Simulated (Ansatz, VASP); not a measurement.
## As in VASP and in Ansatz

```
As
1.0
     0.00000    2.92911    2.92911
     2.92911    0.00000    2.92911
     2.92911    2.92911    0.00000
As
2
Direct
  0.87500 0.87500 0.87500
  0.12500 0.12500 0.12500
```

Change from the starting cell: volume scaled by 0.95, LAPW.

Alike in both runs: task single point; functional LDA; k mesh 13 × 13 × 13; occupations fermi-dirac, width 0.05 eV; no spin polarisation.

|  | VASP | Ansatz |
| --- | --- | --- |
| version | VASP 6.6.1 | Ansatz 0.2.0 |
| potentials or method | VASP PAW LDA potentials, release 64 (As), cutoff 520 eV | all-electron LAPW, scalar-relativistic |

|  | VASP | Ansatz | Ansatz less VASP |
| --- | --- | --- | --- |
| pressure (GPa) | 3.5 | 3.2 | -0.32 |

Ansatz ran all-electron here, so the differences hold the error of VASP's frozen core and of both bases.
